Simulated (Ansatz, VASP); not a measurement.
# Cross-check of SiC (Moissanite 3C) between VASP and Ansatz

Wanted: the spread between two codes on one cell, functional and k mesh.

Main program and level: Ansatz 0.2.0; plane waves, with VASP 6.6.1 beside it; band structure at LDA, band structure at PBE and dielectric response at PBE.

**1. Set-up**

It takes space group F-43m (No. 216, cubic). Conventional cell: a = 4.358 Å, b = 4.358 Å, c = 4.358 Å, α = 90.00°, β = 90.00°, γ = 90.00°. Nearest to Si lie 4 C at 1.89 Å. C has 4 Si at 1.89 Å nearest. Farther neighbours are not listed.

Structure file:

```xyz
2
Lattice="0.0000 2.1790 2.1790 2.1790 0.0000 2.1790 2.1790 2.1790 0.0000" Properties=species:S:1:pos:R:3 pbc="T T T"
Si    0.0000    0.0000    0.0000
C     1.0895    1.0895    1.0895
```

**2. VASP: band structure, LDA**

Levels along a path test the potential and the projectors away from the mesh points.

Lines of VASP's logs that name or quote its potential files are left out, and so is its time.

INCAR

```
SYSTEM = SiC
PREC = Accurate
ENCUT = 520
EDIFF = 1E-06
NELM = 100
ISMEAR = 0
SIGMA = 0.02
LREAL = .FALSE.
ALGO = Normal
GGA = CA
NBANDS = 16
LORBIT = 11
LWAVE = .FALSE.
LCHARG = .FALSE.
KPAR = 4
```

POSCAR

```
SiC
1.0
    0.0000000000      2.1790000000      2.1790000000
    2.1790000000      0.0000000000      2.1790000000
    2.1790000000      2.1790000000      0.0000000000
Si C
1 1
Direct
    0.0000000000      0.0000000000      0.0000000000
    0.2500000000      0.2500000000      0.2500000000
```

KPOINTS

```
Automatic mesh
0
Gamma
5 5 5
0 0 0
```

KPOINTS_OPT

```
Line mode
16
Line-mode
Reciprocal
  0.00000000   0.00000000   0.00000000 GAMMA
  0.50000000   0.00000000   0.50000000 X

  0.50000000   0.00000000   0.50000000 X
  0.50000000   0.25000000   0.75000000 W

  0.50000000   0.25000000   0.75000000 W
  0.37500000   0.37500000   0.75000000 K

  0.37500000   0.37500000   0.75000000 K
  0.00000000   0.00000000   0.00000000 GAMMA

  0.00000000   0.00000000   0.00000000 GAMMA
  0.50000000   0.50000000   0.50000000 L

  0.50000000   0.50000000   0.50000000 L
  0.62500000   0.25000000   0.62500000 U

  0.62500000   0.25000000   0.62500000 U
  0.50000000   0.25000000   0.75000000 W

  0.50000000   0.25000000   0.75000000 W
  0.50000000   0.50000000   0.50000000 L

  0.50000000   0.50000000   0.50000000 L
  0.37500000   0.37500000   0.75000000 K

  0.62500000   0.25000000   0.62500000 U
  0.50000000   0.00000000   0.50000000 X
```

PAW data sets: Si and C (PBE family, release 64).

Launch:

```
$ mpirun -np 4 vasp_std
```

Numbers of over 12 decimals in the logs are rounded to 6 here.

The program printed:

```text
[banner, memory and clock lines left out]
running    4 mpi-ranks, on    1 nodes
 distrk:  each k-point on    1 cores,    4 groups
 distr:  one band on    1 cores,    1 groups

 POSCAR found type information on POSCAR SiC
 POSCAR found :  2 types and       2 ions
|                                                                             |
|               ----> ADVICE to this user running VASP <----                  |
|                                                                             |
|     You enforced a specific xc type in the INCAR file but a different       |
|     [... a line on the potential file left out ...]
|     I HOPE YOU KNOW WHAT YOU ARE DOING!                                     |
|                                                                             |

 LDA part: xc-table for (Slater(with rela. corr.)+CA(PZ))
 , standard interpolation
 POSCAR, INCAR and KPOINTS ok, starting setup
 FFT: planning ... GRIDC
 FFT: planning ... GRID_SOFT
 FFT: planning ... GRID
 WAVECAR not read
 entering main loop
       N       E                     dE             d eps       ncg     rms          rms(c)
DAV:   1     0.321021547719E+01    0.32102E+01   -0.39496E+03   320   0.435E+02
DAV:   2    -0.179566441508E+02   -0.21167E+02   -0.20380E+02   432   0.948E+01
DAV:   3    -0.184957403695E+02   -0.53910E+00   -0.53857E+00   376   0.115E+01
DAV:   4    -0.184969691691E+02   -0.12288E-02   -0.12288E-02   432   0.721E-01
DAV:   5    -0.184969728517E+02   -0.36827E-05   -0.36826E-05   352   0.353E-02    0.825E+00
DAV:   6    -0.166384183029E+02    0.18586E+01   -0.55378E+00   384   0.796E+00    0.323E+00
DAV:   7    -0.165700800493E+02    0.68338E-01   -0.37326E-01   416   0.264E+00    0.168E+00
DAV:   8    -0.165498819746E+02    0.20198E-01   -0.23715E-02   360   0.725E-01    0.161E-01
DAV:   9    -0.165493944141E+02    0.48756E-03   -0.24104E-03   416   0.199E-01    0.810E-02
DAV:  10    -0.165494010048E+02   -0.65907E-05   -0.11208E-04   360   0.498E-02    0.266E-02
DAV:  11    -0.165494013399E+02   -0.33513E-06   -0.13201E-06   432   0.561E-03
   1 F= -.16549401E+02 E0= -.16549401E+02  d E =-.226933E-37
 Start KPOINTS_OPT (optional k-point list driver)
k-point batch [1-10\160]
       N       E                     dE             ncg
DAV:   1     0.497829307397E+03   -0.67609E+03      328
DAV:   2     0.275248343179E+03   -0.22258E+03      408
DAV:   3     0.267536689972E+03   -0.77117E+01      352
DAV:   4     0.267517029335E+03   -0.19661E-01      456
DAV:   5     0.267516978882E+03   -0.50453E-04      352
DAV:   6     0.267516978728E+03   -0.15423E-06      400
[...]
k-point batch [151-160\160]
       N       E                     dE             ncg
DAV:   1     0.317851455176E+03   -0.34930E+04      336
DAV:   2     0.140923391971E+03   -0.17693E+03      448
DAV:   3     0.137419862064E+03   -0.35035E+01      376
DAV:   4     0.137412984775E+03   -0.68773E-02      456
DAV:   5     0.137412965872E+03   -0.18904E-04      368
DAV:   6     0.137412965801E+03   -0.70689E-07      432
```

From OUTCAR (step 2):

```text
ion  position               nearest neighbor table
   1  0.000  0.000  0.000-   2 1.89   2 1.89   2 1.89   2 1.89
   2  0.250  0.250  0.250-   1 1.89   1 1.89   1 1.89   1 1.89

  LATTYP: Found a face centered cubic cell.
 ALAT       =     4.3580000000

 Subroutine GETGRP returns: Found 24 space group operations
 (whereof 24 operations were pure point group operations)

The static configuration has the point symmetry T_d .

 Found     10 irreducible k-points:

   k-points           NKPTS =     10   k-points in BZ     NKDIM =     10   number of bands    NBANDS=     16

   dimension x,y,z NGX =    24 NGY =   24 NGZ =   24
   dimension x,y,z NGXF=    48 NGYF=   48 NGZF=   48

   ENCUT  =  520.0 eV  38.22 Ry    6.18 a.u.   5.73  5.73  5.73*2*pi/ulx,y,z

   NELECT =       8.0000    total number of electrons

 k-points in reciprocal lattice and weights: Automatic mesh
   0.00000000  0.00000000  0.00000000       0.008
   0.20000000  0.00000000  0.00000000       0.064
   0.40000000  0.00000000  0.00000000       0.064
   0.20000000  0.20000000  0.00000000       0.048
   0.40000000  0.20000000  0.00000000       0.192
  -0.40000000  0.20000000  0.00000000       0.192
  -0.20000000  0.20000000  0.00000000       0.096
   0.40000000  0.40000000  0.00000000       0.048
  -0.40000000  0.40000000  0.00000000       0.096
  -0.40000000  0.40000000  0.20000000       0.192

 average (electrostatic) potential at core
       1 -79.9360       2 -44.7591

 E-fermi :   8.1132

 k-point     1 :       0.0000    0.0000    0.0000
  band No.  band energies     occupation
      1      -7.4133      2.00000
      2       7.9361      2.00000
      3       7.9361      2.00000
      4       7.9361      2.00000
      5      14.2129      0.00000
      6      15.1066      0.00000
      7      15.1066      0.00000
      8      15.1066      0.00000
      9      22.4766      0.00000
    ...

 k-point     2 :       0.2000    0.0000    0.0000
  band No.  band energies     occupation
      1      -6.6363      2.00000
      2       4.8122      2.00000
      3       7.4876      2.00000
      4       7.4876      2.00000
      5      14.0831      0.00000
      6      15.7166      0.00000
      7      15.7166      0.00000
      8      16.6251      0.00000
      9      20.8009      0.00000
    ...

 k-point     3 :       0.4000    0.0000    0.0000
  band No.  band energies     occupation
      1      -4.5413      2.00000
      2       0.4159      2.00000
      3       6.9464      2.00000
      4       6.9464      2.00000
      5      13.4118      0.00000
      6      15.2233      0.00000
      7      15.2233      0.00000
      8      17.8331      0.00000
      9      23.4033      0.00000
    ...

  Total       -0.3422206     -0.3422206     -0.3422206      0.0000000      0.0000000      0.0000000
  in kB      -26.4981161    -26.4981161    -26.4981161      0.0000000      0.0000000      0.0000000
  external PRESSURE =     -26.4981161 kB  Pullay stress =       0.0000000 kB

  energy-cutoff  :      520.00
  volume of cell :       20.69
      direct lattice vectors                 reciprocal lattice vectors
     0.000000000  2.179000000  2.179000000    -0.229463056  0.229463056  0.229463056
     2.179000000  0.000000000  2.179000000     0.229463056 -0.229463056  0.229463056
     2.179000000  2.179000000  0.000000000     0.229463056  0.229463056 -0.229463056

 POSITION                                       TOTAL-FORCE (eV/Angst)
 -----------------------------------------------------------------------------------
      0.00000      0.00000      0.00000        -0.000000     -0.000000      0.000000
      1.08950      1.08950      1.08950         0.000000      0.000000     -0.000000
 -----------------------------------------------------------------------------------
    total drift:                                0.000000      0.000000      0.000000

  FREE ENERGIE OF THE ION-ELECTRON SYSTEM (eV)
  ---------------------------------------------------
  free  energy   TOTEN  =       -16.5494013399 eV

  energy  without entropy=      -16.5494013399  energy(sigma->0) =      -16.54940134

 total charge
# of ion       s       p       d       tot
------------------------------------------
    1        0.704   0.977   0.000   1.681
    2        0.818   1.714   0.000   2.533
--------------------------------------------------
tot          1.523   2.691   0.000   4.214

[... 3 further parts left out ...]
```

At this level the cell is under a tension of 2.6 GPa, so at these settings it is away from equilibrium.

**3. Ansatz: band structure, LDA**

Ansatz runs on its default PAW (the set named soft_2) files.

The same cell, functional (in two slightly different forms), mesh and smearing now go to Ansatz, which takes its cutoff from its data sets.

input.yaml

```yaml
crystal:
  lattice:
    - [0.0, 2.179, 2.179]
    - [2.179, 0.0, 2.179]
    - [2.179, 2.179, 0.0]
  atoms:
    - { symbol: Si, position: [0.0, 0.0, 0.0] }
    - { symbol: C, position: [0.25, 0.25, 0.25] }
hamiltonian:
  xc: lda
  pseudopotentials: { kind: paw }
kpoints:
  mp_grid: { grid: [5, 5, 5] }
  band_path:
    path:
      - [0.0, 0.0, 0.0]
      - [0.16667, 0.0, 0.16667]
      - [0.33333, 0.0, 0.33333]
      - [0.5, 0.0, 0.5]
      - [0.5, 0.08333, 0.58333]
      - [0.5, 0.18333, 0.68333]
      - [0.5, 0.25, 0.75]
      - [0.45, 0.3, 0.75]
      - [0.40833, 0.34167, 0.75]
      - [0.35, 0.35, 0.7]
      - [0.225, 0.225, 0.45]
      - [0.075, 0.075, 0.15]
      - [0.03333, 0.03333, 0.03333]
      - [0.23333, 0.23333, 0.23333]
      - [0.4, 0.4, 0.4]
      - [0.51667, 0.46667, 0.51667]
      - [0.55833, 0.38333, 0.55833]
      - [0.60833, 0.28333, 0.60833]
      - [0.60833, 0.25, 0.64167]
      - [0.55833, 0.25, 0.69167]
      - [0.51667, 0.25, 0.73333]
      - [0.5, 0.3, 0.7]
      - [0.5, 0.38333, 0.61667]
      - [0.5, 0.48333, 0.51667]
      - [0.475, 0.475, 0.55]
      - [0.425, 0.425, 0.65]
      - [0.38333, 0.38333, 0.73333]
      - [0.59167, 0.18333, 0.59167]
      - [0.55, 0.1, 0.55]
      - [0.5, 0.0, 0.5]
    npoints: 1
scf:
  occupations: { method: gaussian, width: 0.02 }
  n_extra_bands: 7
output:
  forces: true
  stress: true
  eigenvalues: true
```

Launch:

```
$ ansatz run input.yaml --threads 2 --pin off --max-ram 4608MiB --backend cpu --events-out ev --progress --plain --runs-dir out
```

The program printed:

```text
scf.n_extra_bands = 7 over 4 filled bands (N_el = 8.0): the run solves 11 bands
Engine: ansatz 0.2.0, aarch64-unknown-linux-gnu
Pseudopotentials: kind: paw
Pseudopotential: Si, paw, valence charge 4, recommended cutoff 420 eV (normal), Si.paw.azcp
Pseudopotential: C, paw, valence charge 4, recommended cutoff 420 eV (normal), C.paw.azcp
Functional definition: SPW92
  exchange = slater_x
  correlation = pw_c
Crystal: 2 atoms, lattice volume = 20.692 Å³
Basis set: ecut = 420 eV, 411 PW (Γ)
Bands: 11, of which v1, the nominal top of the filled ones, is band 4 counted from 1 (3 counted from 0)
Symmetry: 24 space group operations
Space group: F-43m (ITA 216), of the structure as read, at distance tolerance 2.7e-5 Å
k-points: 10 of 125 (time reversal used)
Non-local potential: Si, projectors of the file, l = 0: 2, l = 1: 2, l = 2: 2
Non-local potential: C, projectors of the file, l = 0: 2, l = 1: 2, l = 2: 1
PAW form: soft (Blöchl's): semilocal exchange-correlation on the pseudo side does not see the compensation charge
PAW frozen core: Si, regenerated for the run's functional, and the local potential with it (the file was generated under x = pbe(κ = 0.804, μ = 0.219515), c = pbe(β = 0.066725))
PAW frozen core: C, regenerated for the run's functional, and the local potential with it (the file was generated under x = pbe(κ = 0.804, μ = 0.219515), c = pbe(β = 0.066725))
PAW one-centre angular grid: Si, 110 points (default); XC on 64 Gauss nodes
PAW one-centre angular grid: C, 110 points (default); XC on 64 Gauss nodes
Initial density: superposition of atomic densities (neutral atoms: chi_scale 0, normalization atom), corrected by the library's trained network
Initial wavefunctions: pseudopotential atomic-orbital guess
Functional: x = slater, c = lda
SCF iter   1: F=—  HF=-852.161731 eV  |F-HF|=—  |Δ(HF+E_count)|=         —  Δρ=6.67e-3  dr2=8.57e-3  ethr=1.77e-3  ⟨swp⟩=6.2  Hψ=796  notcnv=0  defer=1
preconditioner: auto → none  [insulator: Δε(μ)=1.702 eV  Ē_g=17.357 eV  σ=0.020 eV  W_gap=1.00  n_scr=0 (ndim 8)  ℏωp=23.1 eV  f_vac=0.000  D(μ)=0.00/eV (n_scr^D=0)  ε∞_Penn≈2.8]
SCF iter   2: F=—  HF=-852.159401 eV  |F-HF|=—  |Δ(HF+E_count)|=   2.33e-3  Δρ=3.18e-3  dr2=9.54e-4  ethr=1.07e-4  ⟨swp⟩=2.0  Hψ=241  notcnv=0  defer=19
SCF iter   3: F=—  HF=-852.159143 eV  |F-HF|=—  |Δ(HF+E_count)|=   2.58e-4  Δρ=1.31e-3  dr2=1.41e-4  ethr=1.19e-5  ⟨swp⟩=2.7  Hψ=154  notcnv=0  defer=19
SCF iter   4: F=—  HF=-852.159112 eV  |F-HF|=—  |Δ(HF+E_count)|=   3.07e-5  Δρ=4.08e-4  dr2=1.43e-5  ethr=1.76e-6  ⟨swp⟩=1.0  Hψ=91  notcnv=0  defer=19
SCF iter   5: F=—  HF=-852.159108 eV  |F-HF|=—  |Δ(HF+E_count)|=   3.43e-6  Δρ=5.87e-5  dr2=3.20e-7  ethr=1.79e-7  ⟨swp⟩=1.1  Hψ=94  notcnv=0  defer=19
SCF iter   6: F=-852.159108 eV  HF=-852.159108 eV  |F-HF|=3.20e-10  |Δ(HF+E_count)|=   5.48e-8  Δρ=3.55e-6  dr2=1.19e-9  ethr=1.25e-9  ⟨swp⟩=7.5  Hψ=490  notcnv=0
SCF 1 converged in 6 iterations: F = -852.159108 eV  dr2 = 1.19e-9
  greatest PAW one-centre occupation: 0.635 electrons in one spin orbital (limit 2), on the C atom at site 1 (counted from 0), in its partial waves of l = 0
NSCF: frozen V_eff on 30 k-points
SCF converged after 6 iterations
Free energy (F): -852.159108 eV
Harris-Foulkes:  -852.159108 eV  (|F-HF|=3.20e-10)
Internal energy: -852.159108 eV  (E = F + TS)
E sigma→0 (E₀):  -852.159108 eV
Fermi energy:    10.144635 eV
--- Per-component energies (eV) ---
  E_band       = 27.190120
  E_kinetic    = 135.897330
  E_local      = -106.461953  (includes V_loc(G=0)·N_el)
  E_nonlocal   = 53.862503
  E_hartree    = 31.891820
  E_xc         = -104.704432
  E_vxc        = -109.370023  (∫ρ·V_xc dr)
  E_paw        = -578.007773  (= ΣΔE_a)
  E_vpaw       = -10.521539  (= ΣTr[D̂ρ^β])
  E_aug_tail   = 0.000012  (compensation charges beyond the density's cutoff)
  E_ewald      = -284.783780
  E_core_change = 0.147163  (= ΣΔE_core)
  E_smearing   = -0.000000  (= −TS)
  E_closure    = -0.000000  (closes the sum)
  Σ components = -852.159108   (vs F -852.159108, Δ=0.00e0)
--- Forces (eV/Å), atoms counted from 1 ---
  atom   1  Si     0.00000000     0.00000000    -0.00000000
  atom   2  C     -0.00000000    -0.00000000    -0.00000000
  max |Σ_I F_I| component: 1.48e-16 eV/Å
--- Stress (GPa, compression-positive) ---
       -4.298246      -0.000000      -0.000000
       -0.000000      -4.298246       0.000000
       -0.000000       0.000000      -4.298246
  P = ⅓ Tr σ = -4.2982 GPa (-42.982 kbar)
--- Band table (eV; the first three rows and the last of 10) ---
  k-point 0: bands = [-6.0643, 9.2650, 9.2650, 9.2650, 15.5258, 16.4454, 16.4454, 16.4454, ... 3 higher]
  k-point 1: bands = [-5.2878, 6.1507, 8.8211, 8.8211, 15.4053, 17.0481, 17.0481, 17.9475, ... 3 higher]
  k-point 2: bands = [-3.1965, 1.7656, 8.2840, 8.2840, 14.7239, 16.5504, 16.5504, 19.1630, ... 3 higher]
  k-point 9: bands = [-1.5346, 2.5282, 4.3901, 5.7747, 14.1009, 17.3859, 17.9582, 21.4196, ... 3 higher]
```

The job ended after 0.46 s (2 threads of Arm Neoverse V2, shared host; peak memory 0.24 GiB).

Reading the cycles: dr2 is the Hartree energy of the density residual (eV), the measure of convergence; HF is the Harris–Foulkes estimate of the energy, which meets the free energy F at convergence.

**4. Differences**

Known differences besides the potentials themselves: the two LDA forms differ slightly; the cutoff is 420 eV in Ansatz and 520 eV in VASP; Ansatz makes its cores anew for this functional, VASP keeps those of its PBE data sets; VASP's log shows a relativistic correction to its local exchange, Ansatz's none. Total energies have different zeros and are not compared.

Both answers:

```tsv
quantity	Ansatz	VASP	difference
pressure (GPa)	-4.30	-2.65	-1.65
pressure without Ansatz's Pulay correction (GPa)	-4.70	-2.65	-2.05
gap over the path points (eV)	1.297	1.285	+0.012
```

Levels at points of the path, from each program's valence-band top (eV; 3 filled, then empty):

```tsv
k (reciprocal lattice)	Ansatz	VASP
0.000 0.000 0.000	0.00 0.00 0.00 6.26 7.18 7.18	0.00 0.00 0.00 6.28 7.17 7.17
0.167 0.000 0.167	-1.76 -1.11 -1.11 5.43 7.28 8.91	-1.76 -1.12 -1.12 5.42 7.29 8.91
0.333 0.000 0.333	-5.02 -2.62 -2.62 2.56 5.07 11.97	-5.02 -2.64 -2.64 2.55 5.08 12.00
0.500 0.000 0.500	-7.83 -3.20 -3.20 1.30 4.17 13.81	-7.84 -3.22 -3.22 1.28 4.18 13.85
0.500 0.083 0.583	-7.69 -3.68 -3.66 2.15 4.98 12.81	-7.70 -3.70 -3.68 2.14 4.99 12.85
0.500 0.183 0.683	-7.24 -4.70 -4.52 4.28 7.42 10.29	-7.25 -4.72 -4.55 4.28 7.43 10.31
0.500 0.250 0.750	-7.05 -5.03 -4.72 5.13 9.32 9.35	-7.06 -5.05 -4.75 5.13 9.34 9.36
0.450 0.300 0.750	-7.15 -5.33 -3.90 4.46 8.11 10.05	-7.16 -5.36 -3.92 4.46 8.12 10.07
0.408 0.342 0.750	-7.26 -5.53 -2.94 3.41 7.71 11.06	-7.28 -5.56 -2.96 3.40 7.72 11.08
0.350 0.350 0.700	-7.15 -5.73 -2.36 3.44 8.60 11.05	-7.17 -5.76 -2.38 3.44 8.61 11.07
```

Among the levels compared at these points, filled levels agree within 29 meV and empty ones within 42 meV. Ansatz's pressure holds a Pulay correction of 0.41 GPa; VASP's holds none.

**5. What the set-up changes**

Further runs change the set-up of one program: Ansatz's method, potentials or start, or VASP's data sets, cutoff or form of LDA. The table gives Ansatz less VASP for each quantity, since a change that brings one quantity closer may part another.

```tsv
run	pressure (GPa)	gap over the path points (eV)	pressure without Ansatz's Pulay correction (GPa)
as above	-1.6	0.012	-2.1
cores kept as stored	-1.1	0.0078	-1.5
Ansatz's larger PAW set (cutoff 800 eV)	-1.7	0.012	
norm-conserving potentials (cutoff 1116 eV)	-2.1	0.024	-2.2
```

**6. Ansatz: band structure, PBE**

The same path points are solved in both programs, so levels can be compared one by one.

Changes to input.yaml since step 3:

```diff
@@ -9,3 +9,3 @@
 hamiltonian:
-  xc: lda
+  xc: pbe
   pseudopotentials: { kind: paw }
@@ -53 +53,5 @@
   eigenvalues: true
+  write_density: true
+  write_potential: true
+  elf: true
+  volumetric_format: npy
```

The program printed:

```text
[...]
Crystal: 2 atoms, lattice volume = 20.692 Å³
Basis set: ecut = 420 eV, 411 PW (Γ), exchange–correlation on 48×48×48 points (8 copies of the dense FFT grid, shifted against one another)
Bands: 11, of which v1, the nominal top of the filled ones, is band 4 counted from 1 (3 counted from 0)
Symmetry: 24 space group operations
[...]
k-points: 10 of 125 (time reversal used)
[...]
--- Band table (eV; the first three rows and the last of 10) ---
  k-point 0: bands = [-5.9129, 9.5003, 9.5003, 9.5003, 15.7105, 16.7921, 16.7921, 16.7921, ... 3 higher]
  k-point 1: bands = [-5.1395, 6.3669, 9.0587, 9.0587, 15.6870, 17.3940, 17.3940, 18.2685, ... 3 higher]
  k-point 2: bands = [-3.0711, 1.9967, 8.5225, 8.5225, 15.0087, 16.8787, 16.8787, 19.5295, ... 3 higher]
  k-point 9: bands = [-1.4394, 2.7466, 4.6505, 6.0298, 14.4069, 17.7538, 18.2778, 21.8135, ... 3 higher]
[key lines of the parts left out:]
SCF converged after 6 iterations
Free energy (F): -887.121894 eV
Fermi energy:    10.405992 eV
P = ⅓ Tr σ = 3.3972 GPa (33.972 kbar)
```

The job ended after 0.46 s (2 threads; peak memory 0.25 GiB; 0.78 s of CPU time).

[end of part 1 of 2]

[Lines on the potential files, build, host, timing and source positions are cut from VASP's logs without a mark.]

[Logs are printed without paths, hosts, clocks, repeated set-up lines and the standing remarks that a program may print on its own settings, such as how far it seeks lower states.]

[Hosts, paths, dates, database ids (printed as entryN), source tags and the programs' standing remarks are cut or masked in the printed files.]
